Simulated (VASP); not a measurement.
# GaN (Fm-3m) in VASP: further runs

One crystal, GaN, is run at these levels: PBEsol, RPBE; tasks: single point, relaxation of cell and atoms.

All numbers are computed with VASP 6.6.1; they aren't measurements. Logs are shortened: lines on timing, memory, paths and dates and some standing lists are left out, and cuts for length are marked.

## (1) Starting point

Symmetry: Fm-3m, No. 225, cubic system. Conventional cell: a = 4.270 Å, b = 4.270 Å, c = 4.270 Å, α = 90.00°, β = 90.00°, γ = 90.00°. Ga (site symmetry m-3m) has 6 N at 2.14 Å as nearest neighbours. N (site symmetry m-3m) is surrounded by 6 Ga at 2.14 Å.

Measurements of this composition are mostly on another form, of space group No. 186.

## (2) Single point, PBEsol

INCAR reads:

```
  PREC = Accurate
  ENCUT = 520
  EDIFF = 1E-7
  ISMEAR = 0
  SIGMA = 0.02
  LREAL = False
  LASPH = True
  NELM = 60
  ALGO = Normal
  ISIF = 2
  LWAVE = False
  LCHARG = False
  GGA = PS
```

KPOINTS reads:

```
Automatic mesh
0
Gamma
  14 14 14
```

POSCAR reads:

```
GaN
1.0
    0.0000000000      2.1352350000      2.1352350000
    2.1352350000      0.0000000000      2.1352350000
    2.1352350000      2.1352350000      0.0000000000
Ga N
1 1
Direct
    0.0000000000      0.0000000000      0.0000000000
    0.5000000000      0.5000000000      0.5000000000
```

Potentials or basis: VASP PAW PBE potentials, release 64 (Ga_d, N).

Run with:

```bash
> cat potpaw_PBE.64/Ga_d/POTCAR potpaw_PBE.64/N/POTCAR > POTCAR
> mpirun -np 1 vasp_std > vasp.out
```

OUTCAR:

```text
PREC = Accurate
   ENCUT = 520
   EDIFF = 1E-7
   ISMEAR = 0
   LREAL = False
   LASPH = True
   NELM = 60
   ISIF = 2
   GGA = PS

 ion  position               nearest neighbor table
   1  0.000  0.000  0.000-   2 2.14   2 2.14   2 2.14   2 2.14   2 2.14   2 2.14
   2  0.500  0.500  0.500-   1 2.14   1 2.14   1 2.14   1 2.14   1 2.14   1 2.14

  LATTYP: Found a face centered cubic cell.
 ALAT       =     4.2704700000

  Lattice vectors:

 A1 = (   0.0000000000,   2.1352350000,   2.1352350000)
 A2 = (   2.1352350000,   0.0000000000,   2.1352350000)
 A3 = (   2.1352350000,   2.1352350000,   0.0000000000)

Analysis of symmetry for initial positions (statically):
=====================================================================
 Subroutine PRICEL returns:
 Original cell was already a primitive cell.

 Routine SETGRP: Setting up the symmetry group for a
 face centered cubic supercell.

 Subroutine GETGRP returns: Found 48 space group operations
 (whereof 48 operations were pure point group operations)
 out of a pool of 48 trial point group operations.

The static configuration has the point symmetry O_h .

Analysis of symmetry for dynamics (positions and initial velocities):
=====================================================================
 Subroutine PRICEL returns:
 Original cell was already a primitive cell.

 Routine SETGRP: Setting up the symmetry group for a
 face centered cubic supercell.

 Subroutine GETGRP returns: Found 48 space group operations
 (whereof 48 operations were pure point group operations)
 out of a pool of 48 trial point group operations.

The dynamic configuration has the point symmetry O_h .

 Subroutine INISYM returns: Found 48 space group operations
 (whereof 48 operations are pure point group operations),
 and found     1 'primitive' translations

----------------------------------------------------------------------------------------

                                     Primitive cell

  volume of cell :      19.4700

  direct lattice vectors                    reciprocal lattice vectors
     0.000000000  2.135235000  2.135235000    -0.234166263  0.234166263  0.234166263
     2.135235000  0.000000000  2.135235000     0.234166263 -0.234166263  0.234166263
     2.135235000  2.135235000  0.000000000     0.234166263  0.234166263 -0.234166263

  length of vectors
     3.019678296  3.019678296  3.019678296     0.405587864  0.405587864  0.405587864

  position of ions in fractional coordinates (direct lattice)
     0.000000000  0.000000000  0.000000000
     0.500000000  0.500000000  0.500000000

  ion indices of the primitive-cell ions
   primitive index   ion index
                 1           1
                 2           2
[... 86 lines left out ...]
   EFERMI =   0.00;   METHOD = LEGACY
   ISMEAR =     0;   SIGMA  =   0.02  broadening in eV -4-tet -1-fermi 0-gaus
   EFERMI_NEDOS =   21; number of points for ismear=-14 and -15
   IALGO  =     38    algorithm
   IMIX   =      4    mixing-type and parameters
     AMIX     =   0.40;   BMIX     =  1.00
     AMIX_MAG =   1.60;   BMIX_MAG =  1.00
  volume/ion in A,a.u.               =       9.74        65.70
  Fermi-wavevector in a.u.,A,eV,Ry     =   1.594814  3.013761 34.605481  2.543431
  Thomas-Fermi vector in A             =   2.692830
   LORBIT       =      0    0 simple, 1 ext, 2 COOP (PROOUT), +10 PAW based schemes
   GGA     = PS    functional components
   LHFCALC =     F    Hartree Fock is set to
   AEXX    =    0.0000 exact exchange contribution
   IVDW    =     0    specifies the selected vdW correction
   LEPSILON=     F    determine dielectric tensor
   LRPA    =     F    only Hartree local field effects (RPA)
 non-spin polarized calculation
 Gauss-broadening in eV      SIGMA  =   0.02
  energy-cutoff  :      520.00
  volume of cell :       19.47
 maximum number of plane-waves:       544
   NGX = 11   NGY = 11   NGZ = 11

 number of electron      18.0000005 magnetization

 Free energy of the ion-electron system (eV)
  ---------------------------------------------------
  ext. energy  EPLUGINS =         0.00000000
  ---------------------------------------------------
  free energy    TOTEN  =       -12.24546738 eV

  energy without entropy =      -12.24546738  energy(sigma->0) =      -12.24546738

 E-fermi :   7.5100     XC(G=0): -13.1026

 val. band max:        7.3927921173   @ k =  -0.2143   0.1429   0.0000
 cond. band min:       7.7135579497   @ k =   0.5000   0.5000   0.0000
 fundamental gap:      0.3207658324
 Fermi energy:         7.5100254685

 k-point     1 :       0.0000    0.0000    0.0000
  band No.  band energies     occupation
      1      -9.6198      2.00000
      2      -6.5531      2.00000
      3      -6.5531      2.00000
      4      -6.5531      2.00000
      5      -6.4641      2.00000
      6      -6.4641      2.00000
      7       6.9016      2.00000
      8       6.9016      2.00000
      9       6.9016      2.00000
     10       9.2737      0.00000
     11      21.8159      0.00000
     12      21.8159      0.00000
     13      21.8159      0.00000
[... 354 lines left out ...]
  band No.  band energies     occupation
      1      -8.4005      2.00000
      2      -6.6129      2.00000
      3      -6.5573      2.00000
      4      -6.5255      2.00000
      5      -6.3954      2.00000
      6      -6.3874      2.00000
      7       2.9658      2.00000
      8       6.1444      2.00000
      9       6.3904      2.00000
     10      12.5191      0.00000
     11      15.7144      0.00000
     12      17.3068      0.00000
     13      19.4113      0.00000

 [... further k-points ...]

------------------------ aborting loop because EDIFF is reached ----------------------------------------

  FORCE on cell =-STRESS in cart. coord.  units (eV):
  Direction    XX          YY          ZZ          XY          YZ          ZX
  --------------------------------------------------------------------------------------
  -------------------------------------------------------------------------------------
  Total       -0.8802285     -0.8802285     -0.8802285     -0.0000000      0.0000000      0.0000000
  in kB      -72.4334184    -72.4334184    -72.4334184     -0.0000000      0.0000000      0.0000000
  external PRESSURE =     -72.4334184 kB  Pullay stress =       0.0000000 kB

 VOLUME and BASIS-vectors are now :
 -----------------------------------------------------------------------------
  energy-cutoff  :      520.00
  volume of cell :       19.47
      direct lattice vectors                 reciprocal lattice vectors
     0.000000000  2.135235000  2.135235000    -0.234166263  0.234166263  0.234166263
     2.135235000  0.000000000  2.135235000     0.234166263 -0.234166263  0.234166263
     2.135235000  2.135235000  0.000000000     0.234166263  0.234166263 -0.234166263

 POSITION                                       TOTAL-FORCE (eV/Angst)
 -----------------------------------------------------------------------------------
      0.00000      0.00000      0.00000         0.000000     -0.000000     -0.000000
      2.13524      2.13524      2.13524        -0.000000      0.000000      0.000000
 -----------------------------------------------------------------------------------
    total drift:                                0.000000     -0.000000     -0.000000

  FREE ENERGIE OF THE ION-ELECTRON SYSTEM (eV)
  ---------------------------------------------------
  free  energy   TOTEN  =       -12.2454673785 eV

  energy  without entropy=      -12.2454673785  energy(sigma->0) =      -12.24546738
```

Wall time 8.3 s (1 thread of Intel Xeon 6975P-C (Granite Rapids), shared host); peak memory 0.15 GiB.

Results:

```yaml
Free_energy: -12.2455 eV
Pressure: -7.2 GPa
Band_gap_on_the_k_mesh: 0.32 eV, indirect (least direct gap 2.37 eV)
```

Caveat: the PAW data sets were made with another functional, which shifts forces and pressure a little.

## (3) Relaxation of cell and atoms, PBEsol

INCAR reads:

```
ALGO = Normal
EDIFF = 1E-7
EDIFFG = -0.005
ENCUT = 580
GGA = PS
IBRION = 2
ISIF = 3
ISMEAR = 0
LASPH = True
LCHARG = False
LREAL = False
LWAVE = False
NELM = 60
NSW = 90
PREC = Accurate
SIGMA = 0.02
```

KPOINTS reads:

```
k-points
0
Gamma
  14 14 14
```

POSCAR is that of step 2.

Potentials or basis: VASP PAW PBE potentials, release 64 (Ga, N).

Run with:

```bash
> cat potpaw_PBE.64/Ga/POTCAR potpaw_PBE.64/N/POTCAR > POTCAR
> mpirun -np 1 vasp_std > vasp.out
```

Run time: 12 s. Hardware: 1 thread of Intel Xeon 6975P-C (Granite Rapids), shared host; peak memory 0.16 GiB.

It converged, with:

* Free energy: -12.3742 eV
* Relaxed volume: 9.51 Å³/atom
* Relaxed cell: a = 2.997 Å, b = 2.997 Å, c = 2.997 Å, α = 60.00°, β = 60.00°, γ = 60.00°
* Space group after relaxing (to 0.05 Å): Fm-3m (No. 225)
* Energy gained by relaxing: 4.0 meV/atom
* Ionic steps: 3
* Pressure after relaxing: 0.0 GPa
* Band gap on the k mesh: 0.56 eV, indirect (least direct gap 2.68 eV)

The path:
| step | energy change (eV) | largest force (eV/Å) | pressure (GPa) | volume (Å³) |
| --- | --- | --- | --- | --- |
| 1 | 0.0000 | 0.0000 | -5.54 | 19.47 |
| 2 | 0.0025 | 0.0000 | 7.01 | 18.54 |
| 3 | -0.0079 | 0.0000 | -0.02 | 19.03 |

Final structure:
```yaml
crystal:
  lattice:
    - [0.00000, 2.11887, 2.11887]
    - [2.11887, 0.00000, 2.11887]
    - [2.11887, 2.11887, 0.00000]
  atoms:
    - { symbol: Ga, position: [0.00000, 0.00000, 0.00000] }
    - { symbol: N, position: [0.50000, 0.50000, 0.50000] }
```

Levels at points of the mesh, in eV from the valence-band top:
```
           k point  band 2  band 3  band 4  band 5  band 6  band 7
(0.00, 0.00, 0.00)   -0.46   -0.46   -0.46    2.21   14.33   14.33
(0.50, 0.00, 0.00)   -8.48   -0.20   -0.20    4.59    9.00    9.00
(0.50, 0.50, 0.00)   -7.11   -3.01   -3.01    0.56    7.70   11.83
```

Caveat: the PAW data sets were made with another functional, which shifts forces and pressure a little.

## (4) Relaxation of cell and atoms, PBEsol

Edit INCAR of step 3 so:

```diff
@@ -3,3 +3,3 @@
 EDIFFG = -0.005
-ENCUT = 580
+ENCUT = 480
 GGA = PS
```

KPOINTS is that of step 3.

POSCAR is that of step 3.

Potentials or basis: VASP PAW PBE potentials, release 64 (Ga_d, N_s).

Run with:

```bash
> cat potpaw_PBE.64/Ga_d/POTCAR potpaw_PBE.64/N_s/POTCAR > POTCAR
> mpirun -np 1 vasp_std > vasp.out
```

OUTCAR:

```text
EDIFF = 1E-7
   EDIFFG = -0.005
   ENCUT = 480
   GGA = PS
   IBRION = 2
   ISIF = 3
   ISMEAR = 0
   LASPH = True
   LREAL = False
   NELM = 60
   NSW = 90
   PREC = Accurate

 ion  position               nearest neighbor table
   1  0.000  0.000  0.000-   2 2.14   2 2.14   2 2.14   2 2.14   2 2.14   2 2.14
   2  0.500  0.500  0.500-   1 2.14   1 2.14   1 2.14   1 2.14   1 2.14   1 2.14

  LATTYP: Found a face centered cubic cell.
 ALAT       =     4.2704700000

  Lattice vectors:

 A1 = (   0.0000000000,   2.1352350000,   2.1352350000)
 A2 = (   2.1352350000,   0.0000000000,   2.1352350000)
 A3 = (   2.1352350000,   2.1352350000,   0.0000000000)

Analysis of symmetry for initial positions (statically):
=====================================================================
 Subroutine PRICEL returns:
 Original cell was already a primitive cell.

 Routine SETGRP: Setting up the symmetry group for a
[... 270 lines left out ...]
      8       7.6570      2.00000
      9       7.6570      2.00000
     10      10.4552      0.00000
     11      22.8240      0.00000
     12      22.8240      0.00000
     13      22.8240      0.00000
[... 354 lines left out ...]
  band No.  band energies     occupation
      1      -7.8810      2.00000
      2      -5.8175      2.00000
      3      -5.7679      2.00000
      4      -5.7200      2.00000
      5      -5.5822      2.00000
      6      -5.5753      2.00000
      7       3.7207      2.00000
      8       6.8798      2.00000
      9       7.1541      2.00000
     10      13.6299      0.00000
     11      16.7384      0.00000
     12      18.2581      0.00000
     13      20.5053      0.00000

 [... further k-points ...]

------------------------ aborting loop because EDIFF is reached ----------------------------------------

  FORCE on cell =-STRESS in cart. coord.  units (eV):
  Direction    XX          YY          ZZ          XY          YZ          ZX
  --------------------------------------------------------------------------------------
  -------------------------------------------------------------------------------------
  Total       -0.0090636     -0.0090636     -0.0090636      0.0000000      0.0000000      0.0000000
  in kB       -0.7714528     -0.7714528     -0.7714528      0.0000000      0.0000000      0.0000000
  external PRESSURE =      -0.7714528 kB  Pullay stress =       0.0000000 kB
[... 17 lines left out ...]
  FREE ENERGIE OF THE ION-ELECTRON SYSTEM (eV)
  ---------------------------------------------------
  free  energy   TOTEN  =       -12.2680685069 eV

  energy  without entropy=      -12.2680685069  energy(sigma->0) =      -12.26806851

 reached required accuracy - stopping structural energy minimisation
```

OSZICAR:

```text
N       E                     dE             d eps       ncg     rms          rms(c)
DAV:   1     0.790736288448E+02    0.79074E+02   -0.93453E+03  2959   0.248E+03
DAV:   2    -0.894825952014E+01   -0.88022E+02   -0.83473E+02  2929   0.359E+02
DAV:   3    -0.138190499369E+02   -0.48708E+01   -0.48501E+01  3099   0.815E+01
[... 29 lines left out ...]
DAV:   5    -0.122682240683E+02    0.11129E-02   -0.29327E-04  3695   0.319E-01    0.693E-02
DAV:   6    -0.122680694046E+02    0.15466E-03   -0.15478E-04  3124   0.259E-01    0.149E-02
DAV:   7    -0.122680688497E+02    0.55490E-06   -0.29824E-06  3406   0.217E-02    0.992E-03
DAV:   8    -0.122680685300E+02    0.31971E-06   -0.73345E-07  3022   0.193E-02    0.255E-03
DAV:   9    -0.122680685069E+02    0.23124E-07   -0.45210E-08  1387   0.653E-03
   3 F= -.12268069E+02 E0= -.12268069E+02  d E =-.153851E-01
```

It took 21 s on 1 thread of Intel Xeon 6975P-C (Granite Rapids), shared host; peak memory 0.16 GiB.

Results:

```
Free energy                            : -12.2681 eV
Relaxed volume                         : 9.41 Å³/atom
Relaxed cell                           : a = 2.986 Å, b = 2.986 Å, c = 2.986 Å, α = 60.00°, β = 60.00°, γ = 60.00°
Space group after relaxing (to 0.05 Å) : Fm-3m (No. 225)
Energy gained by relaxing              : 7.7 meV/atom
Ionic steps                            : 3
Pressure after relaxing                : -0.1 GPa
Band gap on the k mesh                 : 0.54 eV, indirect (least direct gap 2.80 eV)
```

Step by step:
| step | energy change (eV) | largest force (eV/Å) | pressure (GPa) | volume (Å³) |
| --- | --- | --- | --- | --- |
| 1 | 0.0000 | 0.0000 | -7.34 | 19.47 |
| 2 | -0.0017 | 0.0000 | 7.70 | 18.24 |
| 3 | -0.0154 | 0.0000 | -0.08 | 18.82 |

Final structure:
```cif
data_structure
_symmetry_space_group_name_H-M 'P 1'
_symmetry_Int_Tables_number 1
_cell_length_a 2.9859
_cell_length_b 2.9859
_cell_length_c 2.9859
_cell_angle_alpha 60.000
_cell_angle_beta 60.000
_cell_angle_gamma 60.000
_cell_volume 18.82
loop_
_atom_site_label
_atom_site_type_symbol
_atom_site_fract_x
_atom_site_fract_y
_atom_site_fract_z
_atom_site_occupancy
Ga1 Ga 0.00000 0.00000 0.00000 1
N1 N 0.50000 0.50000 0.50000 1
```

Caveat: the PAW data sets were made with another functional, which shifts forces and pressure a little.

(Continued in part 2 of 2.)
